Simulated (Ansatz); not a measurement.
**LiF: shifting one sublattice**

The task, for LiF: measure how stiffly every Li atom is held.

Computed with Ansatz 0.2.0 (DFT PBE, scalar-relativistic, plane waves, PAW, unless a step's input says otherwise).

### Step 1. The system as given

Symmetry: Fm-3m, No. 225, cubic system. The conventional cell has a = 4.028 Å, b = 4.028 Å, c = 4.028 Å, α = 90.00°, β = 90.00°, γ = 90.00°. Around Li (site symmetry m-3m) lie 6 F at 2.01 Å. F (site symmetry m-3m) is surrounded by 6 Li at 2.01 Å.

As a file:

```
CELL_PARAMETERS angstrom
0.00000 2.01400 2.01400
2.01400 0.00000 2.01400
2.01400 2.01400 0.00000
ATOMIC_POSITIONS crystal
Li 0.00000 0.00000 0.00000
F 0.50000 0.50000 0.50000
```

The cell is taken as given, not relaxed at this level.

### Step 2. The reference cell

The reference gives a free energy of -1016.1676 eV, pressure 2.12 GPa, largest force 0.000 eV/Å and gap on the mesh 9.09 eV. It was computed beforehand with the settings of the runs below.

### Step 3. Next: shifting one sublattice

Every Li atom is moved by x along the Cartesian unit vector (0.000, 0.000, -1.000); the cell and all other atoms stay fixed. Forces below are components along that vector, summed over the moved atoms.

### Step 4. At x = -0.500 Å

Contents of input.yaml:

```yaml
crystal:
  lattice:
    - [0.0, 2.014, 2.014]
    - [2.014, 0.0, 2.014]
    - [2.014, 2.014, 0.0]
  atoms:
    - { symbol: Li, position: [0.1241310824, 0.1241310824, -0.1241310824] }
    - { symbol: F, position: [0.5, 0.5, 0.5] }
basis:
  ecutwfc: 420
kpoints:
  mp_grid: { grid: [10, 10, 10] }
hamiltonian:
  xc: pbe
scf:
  occupations: { method: gaussian, width: 0.05 }
output:
  forces: true
  stress: true
  eigenvalues: true
```

Run with:

```console
$ ansatz run input.yaml --threads 1 --pin off --max-ram 2560MiB --backend cpu --events-out ev --progress --plain --runs-dir out
```

### Step 5. Point x = 0.375 Å

Changes to input.yaml since step 4:

```diff
@@ -6,3 +6,3 @@
   atoms:
-    - { symbol: Li, position: [0.1241310824, 0.1241310824, -0.1241310824] }
+    - { symbol: Li, position: [-0.0930983118, -0.0930983118, 0.0930983118] }
     - { symbol: F, position: [0.5, 0.5, 0.5] }
```

### Step 6. At x = -0.250 Å

Changes to input.yaml since step 5:

```diff
@@ -6,3 +6,3 @@
   atoms:
-    - { symbol: Li, position: [-0.0930983118, -0.0930983118, 0.0930983118] }
+    - { symbol: Li, position: [0.0620655412, 0.0620655412, -0.0620655412] }
     - { symbol: F, position: [0.5, 0.5, 0.5] }
@@ -20 +20,5 @@
   eigenvalues: true
+  write_density: true
+  write_potential: true
+  elf: true
+  volumetric_format: npy
```

### Step 7. x = 0.125 Å

Contents of input.yaml:

```yaml
crystal:
  lattice:
    - [0.0, 2.014, 2.014]
    - [2.014, 0.0, 2.014]
    - [2.014, 2.014, 0.0]
  atoms:
    - { symbol: Li, position: [-0.0310327706, -0.0310327706, 0.0310327706] }
    - { symbol: F, position: [0.5, 0.5, 0.5] }
basis:
  ecutwfc: 420
kpoints:
  mp_grid: { grid: [10, 10, 10] }
hamiltonian:
  xc: pbe
scf:
  occupations: { method: gaussian, width: 0.05 }
output:
  forces: true
  stress: true
  eigenvalues: true
```

### Step 8. At x = 0.438 Å

Changes to input.yaml since step 7:

```diff
@@ -6,3 +6,3 @@
   atoms:
-    - { symbol: Li, position: [-0.0310327706, -0.0310327706, 0.0310327706] }
+    - { symbol: Li, position: [-0.1086146971, -0.1086146971, 0.1086146971] }
     - { symbol: F, position: [0.5, 0.5, 0.5] }
@@ -20 +20,5 @@
   eigenvalues: true
+  write_density: true
+  write_potential: true
+  elf: true
+  volumetric_format: npy
```

### Step 9. x = 0.312 Å

Contents of input.yaml:

```yaml
crystal:
  lattice:
    - [0.0, 2.014, 2.014]
    - [2.014, 0.0, 2.014]
    - [2.014, 2.014, 0.0]
  atoms:
    - { symbol: Li, position: [-0.0775819265, -0.0775819265, 0.0775819265] }
    - { symbol: F, position: [0.5, 0.5, 0.5] }
basis:
  ecutwfc: 420
kpoints:
  mp_grid: { grid: [10, 10, 10] }
hamiltonian:
  xc: pbe
scf:
  occupations: { method: gaussian, width: 0.05 }
output:
  forces: true
  stress: true
  eigenvalues: true
```

### Step 10. At x = 0.188 Å

Changes to input.yaml since step 9:

```diff
@@ -6,3 +6,3 @@
   atoms:
-    - { symbol: Li, position: [-0.0775819265, -0.0775819265, 0.0775819265] }
+    - { symbol: Li, position: [-0.0465491559, -0.0465491559, 0.0465491559] }
     - { symbol: F, position: [0.5, 0.5, 0.5] }
@@ -20 +20,5 @@
   eigenvalues: true
+  write_density: true
+  write_potential: true
+  elf: true
+  volumetric_format: npy
```

### Step 11. At x = 0.062 Å

Contents of input.yaml:

```yaml
crystal:
  lattice:
    - [0.0, 2.014, 2.014]
    - [2.014, 0.0, 2.014]
    - [2.014, 2.014, 0.0]
  atoms:
    - { symbol: Li, position: [-0.0155163853, -0.0155163853, 0.0155163853] }
    - { symbol: F, position: [0.5, 0.5, 0.5] }
basis:
  ecutwfc: 420
kpoints:
  mp_grid: { grid: [10, 10, 10] }
hamiltonian:
  xc: pbe
scf:
  occupations: { method: gaussian, width: 0.05 }
output:
  forces: true
  stress: true
  eigenvalues: true
```

(Steps that only read results are left out.)

Q: Predict the outcome of this session.

As calculated:

```
                                                        quantity       value
force constant along x, from the points at -0.250, 0 and 0.062 Å  1.85 eV/Å²
```

In words: Near the site the force constant is 1.85 eV/Å². The step of 0.25 Å is wide, so anharmonic terms mix in. No sampled point lies below the undisturbed cell. The gap on the mesh stays between 8.74 and 9.09 eV.
